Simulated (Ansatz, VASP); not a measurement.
**BN: VASP beside Ansatz**

Contents of INCAR:

```
SYSTEM = BN
PREC = Accurate
ENCUT = 520
EDIFF = 1E-6
ISMEAR = -1
SIGMA = 0.05
LREAL = .FALSE.
LASPH = .TRUE.
NELM = 80
ALGO = Normal
ISIF = 2
LWAVE = .FALSE.
LCHARG = .FALSE.
GGA = PS
NBANDS = 11
```

File KPOINTS:

```
Automatic mesh
0
G
  12 12 12
  0 0 0
```

POSCAR

```
BN
1.0
    1.2756598126      0.7365025362      3.4390871668
   -1.2756598126      0.7365025362      3.4390871668
    0.0000000000     -1.4730050723      3.4390871668
N B
1 1
Direct
    0.6672382000      0.6672382000      0.6672382000
    0.0003288000      0.0003288000      0.0003288000
```

Contents of input.yaml:

```yaml
crystal:
  lattice:
    - [1.2756598126, 0.7365025362, 3.4390871668]
    - [-1.2756598126, 0.7365025362, 3.4390871668]
    - [0.0, -1.4730050723, 3.4390871668]
  atoms:
    - { symbol: "N", position: [0.6672382, 0.6672382, 0.6672382] }
    - { symbol: B, position: [0.0003288, 0.0003288, 0.0003288] }
kpoints:
  mp_grid: { grid: [12, 12, 12] }
scf:
  occupations: { method: fermi_dirac, width: 0.05 }
hamiltonian:
  xc: pbesol
  pseudopotentials: { kind: all_electron, lapw: { basis_error: 0.0005 } }
output:
  forces: true
  stress: true
  eigenvalues: true
```

Change from the starting cell: volume scaled by 1.06.

Alike in both runs: task single point; functional PBEsol; k mesh 12 × 12 × 12; occupations fermi-dirac, width 0.05 eV; no spin polarisation.

|  | VASP | Ansatz |
| --- | --- | --- |
| version | VASP 6.6.1 | Ansatz 0.2.0 |
| potentials or method | VASP PAW PBE potentials, release 64 (N, B) | all-electron LAPW, scalar-relativistic |
| plane-wave cutoff (eV) | 520 | see its input |

```csv
,VASP,Ansatz,Ansatz less VASP
gap on the k mesh at the Fermi level (eV),4.11,4.11,+0.005
least direct gap on the mesh (eV),4.49,4.49,+0.005
pressure (GPa),-11.7,-12.0,-0.28
largest component of the traceless stress (GPa),11.69,12.11,+0.418
rms of the force components (eV/Å),0.004,0.004,0.0000
```

Atom by atom the forces differ by 0.000 eV/Å (rms over components). Ansatz ran all-electron here, so the differences hold the error of VASP's frozen core and of both bases.

Caveats: the PAW data sets were made with another functional, which shifts forces and pressure a little (VASP). A k mesh can miss the band edges.
